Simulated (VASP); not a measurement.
TiSe2:

```
Ti Se
1.0
     3.53600    0.00000    0.00000
    -1.76800    3.06227    0.00000
     0.00000    0.00000    6.00400
Ti Se
1 2
Direct
  0.00000 0.00000 0.00000
  0.33333 0.66667 0.25520
  0.66667 0.33333 0.74480
```

```yaml
Program: VASP 6.6.1
Task: relaxation of cell and atoms
Functional: r2SCAN
Potentials_or_basis: VASP PAW PBE potentials, release 64 (Ti_sv, Se)
Cutoff: 600 eV
k_mesh: 12 × 12 × 6
Occupations: methfessel-paxton, width 0.1 eV
Spin: no spin polarisation
```

At the start: pressure 1.1 GPa; volume 21.67 Å³/atom.

Task: Where does the relaxation end?

Result: Over 12 steps the energy falls by 8.0 meV/atom and the volume is 23.15 Å³/atom (+6.8 %); space group P-3m1 (No. 164, to 0.05 Å).

The path:
| step | energy change (eV) | largest force (eV/Å) | pressure (GPa) | volume (Å³) |
| --- | --- | --- | --- | --- |
| 1 | 0.0000 | 0.1526 | 1.10 | 65.01 |
| 2 | -0.0061 | 0.2679 | -0.38 | 66.42 |
| 3 | -0.0061 | 0.2725 | -0.44 | 66.48 |
| 4 | -0.0115 | 0.1520 | -0.21 | 66.85 |
| 5 | -0.0142 | 0.0168 | 0.16 | 67.38 |
| 6 | -0.0182 | 0.0098 | 0.04 | 67.89 |
| 7 | -0.0238 | 0.0158 | -0.23 | 69.43 |
| 8 | -0.0239 | 0.0205 | -0.24 | 69.63 |
| 9 | -0.0233 | 0.0779 | 0.53 | 69.13 |
| 10 | -0.0240 | 0.0133 | 0.02 | 69.46 |
| 11 | -0.0241 | 0.0117 | 0.00 | 69.46 |
| 12 | -0.0241 | 0.0007 | 0.00 | 69.45 |

Final structure:
```xyz
3
Lattice="3.5619 0.0000 0.0000 -1.7809 3.0847 0.0000 0.0000 0.0000 6.3207" Properties=species:S:1:pos:R:3 pbc="T T T"
Ti    0.0000    0.0000    0.0000
Se    0.0000    2.0564    1.5195
Se    1.7809    1.0282    4.8012
```

Caveat: the PAW data sets were made with another functional, which shifts forces and pressure a little.
